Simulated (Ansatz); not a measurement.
Ir:

```
Ir
1.0
     2.75138    0.00000    0.00000
    -1.37569    2.38276    0.00000
     0.00000    0.00000    4.46229
Ir
2
Direct
  0.33333 0.66667 0.25000
  0.66667 0.33333 0.75000
```

This isn't the form of Ir at room conditions, which is fcc.

Base run:

- Program: Ansatz 0.2.0
- Functional: PBEsol
- Potentials or basis: Ansatz PAW
- Cutoff: 420 eV (not typed: the program's choice for these potentials)
- k mesh: 11 × 11 × 6
- Occupations: fermi-dirac, width 0.05 eV
- Spin: no spin polarisation

Its results: band gap on the k mesh none (metal or under the smearing width); pressure -12.4 GPa.

Task: The run is repeated on the same cell with these changes: functional from PBEsol to LDA. What comes out?

Result: Band gap on the k mesh none (metal or under the smearing width); pressure -17.8 GPa.

LDA binds more tightly than PBEsol, so the same cell stands under less pressure.

Caveats: spin-orbit coupling is left out, which moves the levels of the heavy elements; the PAW data sets come from PBE, with cores solved anew for the run's functional, which leaves a small shift of forces and pressure; so large a pressure means that the cell lies far from this level's equilibrium, or that cutoff or potentials fall short (some runs).
